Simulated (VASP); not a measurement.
# CeO (R-3m) in VASP: notebook

One crystal, CeO, is run at these levels: LDA; tasks: single point.

Everything below comes from runs of VASP 6.6.1. Logs are shortened: lines on timing, memory, paths and dates and some standing lists are left out, and cuts for length are marked.

## 1. The crystal as given

Symmetry: R-3m, No. 166, trigonal system. The conventional cell has a = 2.464 Å, b = 2.464 Å, c = 11.791 Å, α = 90.00°, β = 90.00°, γ = 120.00°. Ce (site symmetry -3m) is surrounded by 6 O at 2.43 Å and 6 Ce at 2.46 Å. Around O (site symmetry -3m) lie 6 Ce at 2.43 Å and 6 O at 2.46 Å.

The cell comes from a database or a generator and needn't be the stable form of this composition.

## 2. Single point, LDA, collinear spin, antiferromagnetic start

Contents of INCAR:

```
SYSTEM = CeO
PREC = Accurate ; ENCUT = 520
EDIFF = 1E-7 ; ISMEAR = 0
SIGMA = 0.05 ; LREAL = .False.
LASPH = .True. ; NELM = 120
ALGO = Normal ; ISIF = 2
LWAVE = .False. ; LCHARG = .True.
ISPIN = 2 ; MAGMOM = 1 -1 0 0
LORBIT = 11 ; LMAXMIX = 6
LELF = .True. ; LVHAR = .True.
NBANDS = 30
```

Contents of KPOINTS:

```
Automatic mesh
0
Gamma
  5 8 9
  0 0 0
```

Contents of POSCAR:

```
CeO
1.0
    0.0000000000      1.4224239000      7.8607844000
   -2.4637104600      0.0000000000      0.0000000000
    0.0000000000     -1.4224239000      3.9303922000
Ce O
2 2
Direct
    0.5000000000      0.0000000000      0.5000000000
    0.0000000000      0.5000000000      0.5000000000
    0.0000000000      0.0000000000      0.0000000000
    0.5000000000      0.5000000000      0.0000000000
```

Potentials or basis: VASP PAW LDA potentials, release 64 (Ce, O).

Run with:

```
$ cat potpaw_LDA.64/Ce/POTCAR potpaw_LDA.64/O/POTCAR > POTCAR
$ mpirun -np 1 vasp_std > vasp.out
```

OUTCAR:

```text
SYSTEM = CeO
   PREC = Accurate
   ENCUT = 520
   EDIFF = 1E-7
   ISMEAR = 0
   LREAL = .False.
   LASPH = .True.
   NELM = 120
   ISIF = 2
   ISPIN = 2
   LORBIT = 11

 ion  position               nearest neighbor table
   1  0.500  0.000  0.500-   4 2.43   4 2.43   4 2.43   4 2.43   3 2.43   3 2.43   2 2.46   2 2.46
                             2 2.46   2 2.46
   2  0.000  0.500  0.500-   3 2.43   3 2.43   3 2.43   3 2.43   4 2.43   4 2.43   1 2.46   1 2.46
                             1 2.46   1 2.46
   3  0.000  0.000  0.000-   2 2.43   2 2.43   2 2.43   2 2.43   1 2.43   1 2.43
   4  0.500  0.500  0.000-   1 2.43   1 2.43   1 2.43   1 2.43   2 2.43   2 2.43

  LATTYP: Found a simple monoclinic cell.
 ALAT       =     4.1798651410
 B/A-ratio  =     0.5894234328
 C/A-ratio  =     1.0209113347
 COS(beta)  =    -0.3403037782

  Lattice vectors:

 A1 = (   0.0000000000,  -1.4224239000,   3.9303922000)
 A2 = (   2.4637104600,   0.0000000000,   0.0000000000)
 A3 = (   0.0000000000,   4.2672717000,   0.0000000000)

Analysis of symmetry for initial positions (statically):
=====================================================================
 Subroutine PRICEL returns following result:

  LATTYP: Found a trigonal (rhomboedric) cell.
 ALAT       =     4.1798651403
 COS(alpha) =     0.8262900079

  Lattice vectors:

 A1 = (  -1.2318552300,   0.7112119500,   3.9303922000)
 A2 = (   0.0000000000,  -1.4224239000,   3.9303922000)
 A3 = (   1.2318552300,   0.7112119500,   3.9303922000)

   2 primitive cells build up your supercell.

 Routine SETGRP: Setting up the symmetry group for a
 simple monoclinic supercell.

 Subroutine GETGRP returns: Found  4 space group operations
 (whereof  4 operations were pure point group operations)
 out of a pool of  4 trial point group operations.

The static configuration has the point symmetry C_2h.

Analysis of symmetry for dynamics (positions and initial velocities):
=====================================================================
 Subroutine PRICEL returns following result:

  LATTYP: Found a trigonal (rhomboedric) cell.
 ALAT       =     4.1798651403
 COS(alpha) =     0.8262900079

  Lattice vectors:

 A1 = (  -1.2318552300,   0.7112119500,   3.9303922000)
 A2 = (   0.0000000000,  -1.4224239000,   3.9303922000)
 A3 = (   1.2318552300,   0.7112119500,   3.9303922000)

   2 primitive cells build up your supercell.

 Routine SETGRP: Setting up the symmetry group for a
 simple monoclinic supercell.

 Subroutine GETGRP returns: Found  4 space group operations
 (whereof  4 operations were pure point group operations)
 out of a pool of  4 trial point group operations.

The dynamic configuration has the point symmetry C_2h.

Analysis of structural, dynamic, and magnetic symmetry:
=====================================================================
 Subroutine PRICEL returns following result:

  LATTYP: Found a trigonal (rhomboedric) cell.
 ALAT       =     4.1798651403
 COS(alpha) =     0.8262900079

  Lattice vectors:

 A1 = (  -1.2318552300,   0.7112119500,   3.9303922000)
 A2 = (   0.0000000000,  -1.4224239000,   3.9303922000)
 A3 = (   1.2318552300,   0.7112119500,   3.9303922000)

   2 primitive cells build up your supercell.

 Routine SETGRP: Setting up the symmetry group for a
 simple monoclinic supercell.

 Subroutine GETGRP returns: Found  4 space group operations
 (whereof  4 operations were pure point group operations)
 out of a pool of  4 trial point group operations.

The overall configuration has the point symmetry C_2h.

 Subroutine INISYM returns: Found  4 space group operations
 (whereof  4 operations are pure point group operations),
 and found     2 'primitive' translations

----------------------------------------------------------------------------------------

                                     Primitive cell

  volume of cell :      20.6607

  direct lattice vectors                    reciprocal lattice vectors
    -1.231855230  0.711211950  3.930392200    -0.405891851  0.234341769  0.084809178
     0.000000000 -1.422423900  3.930392200     0.000000000 -0.468683538  0.084809178
     1.231855230  0.711211950  3.930392200     0.405891851  0.234341769  0.084809178

  length of vectors
     4.179865140  4.179865141  4.179865140     0.476294926  0.476294925  0.476294926

  position of ions in fractional coordinates (direct lattice)
     0.500000000  0.500000000  0.500000000
     0.000000000  0.000000000  0.000000000

  ion indices of the primitive-cell ions
   primitive index   ion index
                 1           1
                 2           3

----------------------------------------------------------------------------------------

 KPOINTS: Automatic mesh

Automatic generation of k-mesh.
 Grid dimensions read from file:
 generate k-points for:    5    8    9

 Generating k-lattice:

  Cartesian coordinates                     Fractional coordinates (reciprocal lattice)
     0.000000000  0.046868354  0.016961836     0.200000000  0.000000000  0.000000000
    -0.050736481  0.000000000  0.000000000     0.000000000  0.125000000  0.000000000
     0.000000000 -0.052075949  0.009423242     0.000000000  0.000000000  0.111111111

  Length of vectors
     0.049843219  0.050736481  0.052921658

  Shift w.r.t. Gamma in fractional coordinates (k-lattice)
     0.000000000  0.000000000  0.000000000

 Subroutine IBZKPT returns following result:
 ===========================================

 Found    115 irreducible k-points:

 Following reciprocal coordinates:
            Coordinates               Weight
  0.000000  0.000000  0.000000      1.000000
  0.200000  0.000000 -0.000000      2.000000
  0.400000  0.000000  0.000000      2.000000
  0.000000  0.125000  0.000000      2.000000
  0.200000  0.125000 -0.000000      4.000000
  0.400000  0.125000  0.000000      4.000000
[... 16 lines left out ...]
  0.400000  0.125000  0.111111      4.000000
 -0.400000  0.125000  0.111111      4.000000
 [... further k-points ...]
   k-points           NKPTS =    115   k-points in BZ     NKDIM =    115   number of bands    NBANDS=     30
   number of dos      NEDOS =    301   number of ions     NIONS =      4
   total plane-waves  NPLWV =  34560
   dimension x,y,z NGX =    60 NGY =   18 NGZ =   32
   dimension x,y,z NGXF=   120 NGYF=   36 NGZF=   64
   ions per type =               2   2
   NGX,Y,Z   is equivalent  to a cutoff of  12.49, 12.15, 12.73 a.u.
   NGXF,Y,Z  is equivalent  to a cutoff of  24.97, 24.29, 25.45 a.u.
 SYSTEM =  CeO
   PREC   = accura    normal or accurate (medium, high low for compatibility)
   ISTART =      0    job   : 0-new  1-cont  2-samecut
   ICHARG =      2    charge: 1-file 2-atom 10-const
   ISPIN  =      2    spin polarized calculation?
   LNONCOLLINEAR =      F non collinear calculations
   LSORBIT =      F    spin-orbit coupling
   LASPH  =      T    aspherical Exc in radial PAW
   ENCUT  =  520.0 eV  38.22 Ry    6.18 a.u.  14.85  4.58  7.77*2*pi/ulx,y,z
   NELM   =    120;   NELMIN=  2; NELMDL= -5     # of ELM steps
   EDIFF  = 0.1E-06   stopping-criterion for ELM
   LREAL  =      F    real-space projection
   EDIFFG = 0.1E-05   stopping-criterion for IOM
   NSW    =      0    number of steps for IOM
   IBRION =     -1    ionic relax: 0-MD 1-quasi-New 2-CG
   NFREE  =      0    steps in history (QN), initial steepest desc. (CG)
   ISIF   =      2    stress and relaxation
   ISYM   =      2    0-nonsym 1-usesym 2-fastsym
   POTIM  = 0.5000    time-step for ionic-motion
   TEBEG  =    0.0;   TEEND  =   0.0 temperature during run
   PSTRESS=    0.0 pullay stress
   NELECT =      36.0000    total number of electrons
   NUPDOWN=      -1.0000    fix difference up-down
   EMIN   =  10.00;   EMAX   =-10.00  energy-range for DOS
   EFERMI =   0.00;   METHOD = LEGACY
   ISMEAR =     0;   SIGMA  =   0.05  broadening in eV -4-tet -1-fermi 0-gaus
   EFERMI_NEDOS =   21; number of points for ismear=-14 and -15
   IALGO  =     38    algorithm
   IMIX   =      4    mixing-type and parameters
     AMIX     =   0.40;   BMIX     =  1.00
     AMIX_MAG =   1.60;   BMIX_MAG =  1.00
  volume/ion in A,a.u.               =      10.33        69.71
  Fermi-wavevector in a.u.,A,eV,Ry     =   1.563569  2.954717 33.262815  2.444748
  Thomas-Fermi vector in A             =   2.666321
   LORBIT       =     11    0 simple, 1 ext, 2 COOP (PROOUT), +10 PAW based schemes
   GGA     = CA    functional components
   LHFCALC =     F    Hartree Fock is set to
   AEXX    =    0.0000 exact exchange contribution
   IVDW    =     0    specifies the selected vdW correction
   LEPSILON=     F    determine dielectric tensor
   LRPA    =     F    only Hartree local field effects (RPA)
 spin polarized calculation
 Gauss-broadening in eV      SIGMA  =   0.05
  energy-cutoff  :      520.00
  volume of cell :       41.32
 maximum number of plane-waves:      1136
   NGX = 29   NGY =  9   NGZ = 15

 number of electron      36.0000003 magnetization      -0.0000000

 number of electron      36.0000003 magnetization       0.0000000

 Free energy of the ion-electron system (eV)
  ---------------------------------------------------
  ext. energy  EPLUGINS =         0.00000000
  ---------------------------------------------------
  free energy    TOTEN  =       -24.91499108 eV

  energy without entropy =      -24.90960908  energy(sigma->0) =      -24.91230008

 E-fermi :  13.3339     XC(G=0): -14.3600

 val. band max:       13.3324087378   @ k =  -0.4000   0.2500   0.3333
 cond. band min:      13.3339369923   @ k =  -0.0000   0.5000   0.3333
 fundamental gap:      0.0015282545
 Fermi energy:        13.3339161672

 spin component 1

 k-point     1 :       0.0000    0.0000    0.0000
  band No.  band energies     occupation
      1     -24.5207      1.00000
      2     -19.7399      1.00000
      3     -10.8484      1.00000
      4      -6.5419      1.00000
      5      -5.8995      1.00000
      6      -4.3047      1.00000
[... 22 lines left out ...]
     29      15.9504      0.00000
     30      15.9540      0.00000

 k-point     2 :       0.2000    0.0000   -0.0000
  band No.  band energies     occupation
      1     -24.2267      1.00000
      2     -20.5333      1.00000
      3      -9.4800      1.00000
      4      -6.7947      1.00000
      5      -5.1655      1.00000
      6      -5.1304      1.00000
[... 718 lines left out ...]
 k-point    24 :      -0.4000    0.1250    0.1111
  band No.  band energies     occupation
      1     -23.1432      1.00000
      2     -21.5934      1.00000
      3      -7.4042      1.00000
      4      -6.8602      1.00000
      5      -4.8665      1.00000
      6      -3.3581      1.00000
[... 22 lines left out ...]
     29      15.5202      0.00000
     30      15.7547      0.00000

 [... further k-points ...]

 spin component 2

 k-point     1 :       0.0000    0.0000    0.0000
  band No.  band energies     occupation
      1     -24.5207      1.00000
      2     -19.7399      1.00000
      3     -10.8484      1.00000
      4      -6.5419      1.00000
      5      -5.8995      1.00000
      6      -4.3047      1.00000
[... 22 lines left out ...]
     29      15.9504      0.00000
     30      15.9540      0.00000

 k-point     2 :       0.2000    0.0000   -0.0000
  band No.  band energies     occupation
      1     -24.2267      1.00000
      2     -20.5333      1.00000
      3      -9.4800      1.00000
      4      -6.7947      1.00000
      5      -5.1655      1.00000
      6      -5.1304      1.00000
[... 718 lines left out ...]
 k-point    24 :      -0.4000    0.1250    0.1111
  band No.  band energies     occupation
      1     -23.1432      1.00000
      2     -21.5934      1.00000
      3      -7.4042      1.00000
      4      -6.8602      1.00000
      5      -4.8665      1.00000
      6      -3.3581      1.00000
[... 22 lines left out ...]
     29      15.5202      0.00000
     30      15.7547      0.00000

 [... further k-points ...]

------------------------ aborting loop because EDIFF is reached ----------------------------------------

  FORCE on cell =-STRESS in cart. coord.  units (eV):
  Direction    XX          YY          ZZ          XY          YZ          ZX
  --------------------------------------------------------------------------------------
  -------------------------------------------------------------------------------------
  Total       50.4778033     50.4220120    -14.0541823      0.0000000      0.1746822      0.0000000
  in kB     1957.1998650   1955.0366418   -544.9294919      0.0000000      6.7730345      0.0000000
  external PRESSURE =    1122.4356716 kB  Pullay stress =       0.0000000 kB

 VOLUME and BASIS-vectors are now :
 -----------------------------------------------------------------------------
  energy-cutoff  :      520.00
  volume of cell :       41.32
      direct lattice vectors                 reciprocal lattice vectors
     0.000000000  1.422423900  7.860784400     0.000000000  0.234341769  0.084809178
    -2.463710460  0.000000000  0.000000000    -0.405891851  0.000000000  0.000000000
     0.000000000 -1.422423900  3.930392200     0.000000000 -0.468683538  0.084809178

 POSITION                                       TOTAL-FORCE (eV/Angst)
 -----------------------------------------------------------------------------------
      0.00000      0.00000      5.89559         0.000000      0.000000     -0.000000
     -1.23186     -0.71121      1.96520         0.000000     -0.000000      0.000000
      0.00000      0.00000      0.00000         0.000000      0.000000      0.000000
     -1.23186      0.71121      3.93039        -0.000000     -0.000000     -0.000000
 -----------------------------------------------------------------------------------
    total drift:                               -0.000000      0.000000      0.000000

  FREE ENERGIE OF THE ION-ELECTRON SYSTEM (eV)
  ---------------------------------------------------
  free  energy   TOTEN  =       -24.9149910847 eV

  energy  without entropy=      -24.9096090782  energy(sigma->0) =      -24.91230008

 total charge

# of ion       s       p       d       f       tot
--------------------------------------------------
    1        2.093   5.686   2.116   1.746  11.640
    2        2.093   5.686   2.116   1.746  11.640
    3        1.574   3.402   0.000   0.000   4.977
    4        1.574   3.402   0.000   0.000   4.977
--------------------------------------------------
tot          7.334  18.176   4.232   3.492  33.234

 magnetization (x)

# of ion       s       p       d       f       tot
--------------------------------------------------
    1        0.000  -0.000   0.000  -0.000  -0.000
    2       -0.000   0.000  -0.000   0.000   0.000
    3       -0.000  -0.000   0.000   0.000  -0.000
    4        0.000   0.000   0.000   0.000   0.000
--------------------------------------------------
tot          0.000   0.000   0.000   0.000   0.000
```

It took 10 min on 1 thread of Intel Xeon Platinum 8488C (Sapphire Rapids), shared host; peak memory 0.34 GiB.

Results:

- Free energy: -24.9150 eV
- Pressure: 112.2 GPa
- Band gap on the k mesh: none (metal or under the smearing width)
- Net moment: 0.00 μB per cell
- Valence electrons inside the program's atomic spheres: Ce 11.64; O 4.98

Levels at points of the mesh, in eV from the Fermi level:
Spin up:
| k point | band 14 | band 15 | band 16 | band 17 | band 18 | band 19 | band 20 | band 21 | band 22 | band 23 |
| --- | --- | --- | --- | --- | --- | --- | --- | --- | --- | --- |
| (0.00, 0.00, 0.00) | -2.64 | -1.51 | -1.09 | -0.79 | -0.72 | -0.72 | 0.19 | 0.47 | 1.32 | 1.59 |
| (0.00, 0.50, 0.00) | -5.91 | -2.44 | -2.44 | 0.24 | 0.24 | 0.46 | 0.46 | 1.04 | 1.04 | 1.09 |
Spin down:
| k point | band 15 | band 16 | band 17 | band 18 | band 19 | band 20 | band 21 | band 22 |
| --- | --- | --- | --- | --- | --- | --- | --- | --- |
| (0.00, 0.00, 0.00) | -1.51 | -1.09 | -0.79 | -0.72 | -0.72 | 0.19 | 0.47 | 1.32 |
| (0.00, 0.50, 0.00) | -2.44 | -2.44 | 0.24 | 0.24 | 0.46 | 0.46 | 1.04 | 1.04 |

Caveat: the magnetic or orbital state may not be the lowest; a pressure of tens of GPa on the cell as given is suspect, and the run, the potentials or the cell itself is likely at fault; spin-orbit coupling is left out, which moves the levels of the heavy elements; without U or exact exchange the open f shell lies at the Fermi level, which spoils levels, moments and volumes.

(Part 1 of 2 ends here.)
